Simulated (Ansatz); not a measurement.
Li3N (Li3N type, space group P6/mmm)

```
Li3N
1.0
    3.60715     0.00000     0.00000
   -1.80357     3.12388     0.00000
    0.00000     0.00000     3.84457
Li N
3 1
Direct
  0.00000   0.00000   0.50000
  0.33333   0.66667   0.00000
  0.66667   0.33333   0.00000
  0.00000   0.00000   0.00000
```

Equation-of-state scan: isotropic scaling of the cell above, V₀ being its volume. Symmetry pins the atoms to their sites.

Level of theory: PBEsol (plane waves to 420 eV, PAW, scalar-relativistic; Ansatz, an electronic-structure program). k mesh 11×11×9 (Γ-centred), Fermi-Dirac smearing 0.05 eV. The energy includes the smearing's −TS. Compression counts positive. With the shape held, the modulus is that of even scaling; a crystal free to change shape is softer. Li3N was relaxed with its symmetry unable to fall. The zero of ΔE is the relaxed starting cell.

```csv
V (Å³/atom),ΔE (meV/atom)
9.098,62.2
9.386,41.1
9.675,25.1
9.964,13.5
10.253,5.7
10.542,1.4
10.830,0.0
11.119,1.3
11.408,4.8
11.697,10.5
11.986,withheld
12.274,26.9
12.563,37.3
```

Task: Fit a third-order Birch-Murnaghan form (E₀, V₀, B₀, B₀′ free) to the given rows and predict ΔE at V = 11.986.

Result: Least squares on the 12 given rows: ΔE = E₀ + (9V₀B₀/16)·y²·[2 + (B₀′ − 4)y], y = (V₀/V)^(2/3) − 1, with V₀ = 10.829 Å³/atom, B₀ = 54.64 GPa (160.2 GPa = 1 eV/Å³; the term in eV is multiplied by 1000), B₀′ = 3.78, E₀ = 0.01 meV/atom; root-mean-square residual 0.03 meV/atom. At 11.986 the fit gives 17.9 meV/atom; the calculation gives 17.9 meV/atom, the same to the digits shown. For the pressure the fit gives -4.6 GPa against the computed -4.6 GPa.

(Under strain, the slope of the energy per volume gives the stress and its curvature an elastic modulus.)
